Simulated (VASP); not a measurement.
# AgCl (Chlorargyrite) (Fm-3m) in VASP: further runs, part 2 of 2

VASP 6.6.1. Earlier steps stand in the parts before.

## 3. Single point, PBEsol

This run uses another cell than the first one, of 20.21 Å³/atom, 0.915 times its volume.

Contents of INCAR:

```
SYSTEM = AgCl
  PREC = Accurate
  ENCUT = 520
  EDIFF = 1E-7
  ISMEAR = -1
  SIGMA = 0.02
  LREAL = .False.
  LASPH = .True.
  NELM = 80
  ALGO = Fast
  ISIF = 2
  LWAVE = .False.
  LCHARG = .True.
  GGA = PS
  LELF = .True.
  LVHAR = .True.
  NBANDS = 16
```

Contents of KPOINTS:

```
Automatic mesh
0
Gamma
  8 8 8
  0 0 0
```

Contents of POSCAR:

```
AgCl
1.0
    0.0000000000      2.7237803115      2.7237803115
    2.7237803115      0.0000000000      2.7237803115
    2.7237803115      2.7237803115      0.0000000000
Ag Cl
1 1
Direct
    0.0000000000      0.0000000000      0.0000000000
    0.5000000000      0.5000000000      0.5000000000
```

Potentials or basis: VASP PAW PBE potentials, release 64 (Ag, Cl).

The run is started by

```console
> cat potpaw_PBE.64/Ag/POTCAR potpaw_PBE.64/Cl/POTCAR > POTCAR
> mpirun -np 1 vasp_std > vasp.out
```

OUTCAR:

```text
SYSTEM = AgCl
   PREC = Accurate
   ENCUT = 520
   EDIFF = 1E-7
   ISMEAR = -1
   LREAL = .False.
   LASPH = .True.
   NELM = 80
   ISIF = 2
   GGA = PS

 ion  position               nearest neighbor table
   1  0.000  0.000  0.000-   2 2.72   2 2.72   2 2.72   2 2.72   2 2.72   2 2.72
   2  0.500  0.500  0.500-   1 2.72   1 2.72   1 2.72   1 2.72   1 2.72   1 2.72

  LATTYP: Found a face centered cubic cell.
 ALAT       =     5.4475606230

  Lattice vectors:

[... 643 lines left out ...]
 [... further k-points ...]

------------------------ aborting loop because EDIFF is reached ----------------------------------------

  FORCE on cell =-STRESS in cart. coord.  units (eV):
  Direction    XX          YY          ZZ          XY          YZ          ZX
  --------------------------------------------------------------------------------------
  -------------------------------------------------------------------------------------
  Total       -0.0281140     -0.0281140     -0.0281140     -0.0000000      0.0000000     -0.0000000
  in kB       -1.1145188     -1.1145188     -1.1145188     -0.0000000      0.0000000     -0.0000000
  external PRESSURE =      -1.1145188 kB  Pullay stress =       0.0000000 kB

 VOLUME and BASIS-vectors are now :
 -----------------------------------------------------------------------------
  energy-cutoff  :      520.00
  volume of cell :       40.42
      direct lattice vectors                 reciprocal lattice vectors
     0.000000000  2.723780312  2.723780312    -0.183568402  0.183568402  0.183568402
     2.723780312  0.000000000  2.723780312     0.183568402 -0.183568402  0.183568402
     2.723780312  2.723780312  0.000000000     0.183568402  0.183568402 -0.183568402

 POSITION                                       TOTAL-FORCE (eV/Angst)
 -----------------------------------------------------------------------------------
      0.00000      0.00000      0.00000        -0.000000      0.000000      0.000000
      2.72378      2.72378      2.72378         0.000000      0.000000     -0.000000
 -----------------------------------------------------------------------------------
    total drift:                               -0.000000      0.000000      0.000000

  FREE ENERGIE OF THE ION-ELECTRON SYSTEM (eV)
  ---------------------------------------------------
  free  energy   TOTEN  =        -6.0610554246 eV

  energy  without entropy=       -6.0610554245  energy(sigma->0) =       -6.06105542
```

stdout:

```text
POSCAR found type information on POSCAR AgCl
 POSCAR found :  2 types and       2 ions
 scaLAPACK will be used
 -----------------------------------------------------------------------------
|                                                                             |
|                                                                             |
|     You enforced a specific xc type in the INCAR file but a different       |
|     I HOPE YOU KNOW WHAT YOU ARE DOING!                                     |
|                                                                             |
 -----------------------------------------------------------------------------

 LDA part: xc-table for (Slater+PW92), standard interpolation
 POSCAR, INCAR and KPOINTS ok, starting setup
 FFT: planning ... GRIDC
 FFT: planning ... GRID_SOFT
 FFT: planning ... GRID
 WAVECAR not read
 entering main loop
```

Wall time 19 s (1 thread of Intel Xeon Platinum 8488C (Sapphire Rapids), shared host); peak memory 0.16 GiB.

Results:

| Quantity | Value |
| --- | --- |
| Free energy | -6.0611 eV |
| Pressure | -0.1 GPa |
| Band gap on the k mesh | 0.72 eV, indirect (least direct gap 3.22 eV) |

Caveat: the PAW data sets were made with another functional, which shifts forces and pressure a little.

## 4. Relaxation of cell and atoms, PBEsol

Contents of INCAR:

```
SYSTEM = AgCl
PREC = Accurate
ENCUT = 600
EDIFF = 1E-6
ISMEAR = -1
SIGMA = 0.02
LREAL = .False.
LASPH = .True.
NELM = 100
ALGO = Fast
ISIF = 3
LWAVE = .False.
LCHARG = .False.
GGA = PS
IBRION = 2
NSW = 80
EDIFFG = -0.005
```

Contents of KPOINTS:

```
regular mesh
0
Gamma
  8 8 8
  0 0 0
```

Contents of POSCAR:

```
AgCl
1.0
    0.0000000000      2.8053419179      2.8053419179
    2.8053419179      0.0000000000      2.8053419179
    2.8053419179      2.8053419179      0.0000000000
Ag Cl
1 1
Direct
    0.0000000000      0.0000000000      0.0000000000
    0.5000000000      0.5000000000      0.5000000000
```

The run is started by

```console
> cat potpaw_PBE.64/Ag/POTCAR potpaw_PBE.64/Cl/POTCAR > POTCAR
> mpirun -np 1 vasp_std > vasp.out
```

Run time: 34 s. Hardware: 1 thread of Intel Xeon Platinum 8488C (Sapphire Rapids), shared host; peak memory 0.19 GiB.

Results (log left out):

| Item | Value |
| --- | --- |
| Free energy | -6.0623 eV |
| Relaxed volume | 20.19 Å³/atom |
| Relaxed cell | a = 3.851 Å, b = 3.851 Å, c = 3.851 Å, α = 60.00°, β = 60.00°, γ = 60.00° |
| Space group after relaxing (to 0.05 Å) | Fm-3m (No. 225) |
| Energy gained by relaxing | 26.0 meV/atom |
| Ionic steps | 5 |
| Pressure after relaxing | 0.0 GPa |
| Band gap on the k mesh | 0.72 eV, indirect (least direct gap 3.23 eV) |

Step by step:
| step | energy change (eV) | largest force (eV/Å) | pressure (GPa) | volume (Å³) |
| --- | --- | --- | --- | --- |
| 1 | 0.0000 | 0.0000 | -4.04 | 44.16 |
| 2 | -0.0516 | 0.0000 | -0.44 | 40.69 |
| 3 | -0.0520 | 0.0000 | -0.04 | 40.38 |
| 4 | -0.0520 | 0.0000 | 0.11 | 40.30 |
| 5 | -0.0520 | 0.0000 | 0.00 | 40.39 |

Final structure:
```yaml
crystal:
  lattice:
    - [0.00000, 2.72314, 2.72314]
    - [2.72314, 0.00000, 2.72314]
    - [2.72314, 2.72314, 0.00000]
  atoms:
    - { symbol: Ag, position: [0.00000, 0.00000, 0.00000] }
    - { symbol: Cl, position: [0.50000, 0.50000, 0.50000] }
```

Levels at points of the mesh, in eV from the valence-band top:
| k point | band 7 | band 8 | band 9 | band 10 | band 11 | band 12 |
| --- | --- | --- | --- | --- | --- | --- |
| (0.00, 0.00, 0.00) | -2.56 | -2.56 | -2.56 | 0.72 | 10.72 | 10.72 |
| (0.50, 0.00, 0.00) | -1.94 | 0.00 | 0.00 | 3.88 | 6.75 | 7.42 |
| (0.50, 0.50, 0.00) | -2.14 | -2.14 | -2.02 | 2.14 | 7.78 | 8.64 |

Caveat: the PAW data sets were made with another functional, which shifts forces and pressure a little.

## 5. The runs side by side

| task | level | cell | cutoff (eV) | gap on the mesh (eV) | pressure (GPa) | relaxed volume (Å³/atom) |
| --- | --- | --- | --- | --- | --- | --- |
| relaxation of cell and atoms | r2SCAN | relaxed | 600 | 1.42 | 0.0 | 21.31 |
| single point | PBEsol | Fm-3m, 20.21 Å³/atom | 520 | 0.72 | -0.1 | - |
| relaxation of cell and atoms | PBEsol | relaxed | 600 | 0.72 | 0.0 | 20.19 |

Alike in all rows: potentials or basis VASP PAW PBE potentials, release 64 (Ag, Cl); no spin polarisation; k mesh 8 × 8 × 8; smearing fermi-dirac 0.02 eV.

Caveats: the PAW data sets were made with another functional, which shifts forces and pressure a little.

Total energies depend on the potentials used, so only differences within one code and one set of settings carry meaning.

## 6. Against experiment

Step 3. Measured gap of AgCl: 3.249 eV (indirect; a printed reference work, data compilation). This calculation gives 0.72 eV (-2.53 eV). So large a miss can be the level of theory's own, or it may mean another phase, state or a wrong row. Spin-orbit coupling on Ag is left out. The value is that of PBEsol on a finite k mesh, which can miss the band edges, without temperature or zero-point motion. Semilocal functionals fall short of measured gaps as a rule.
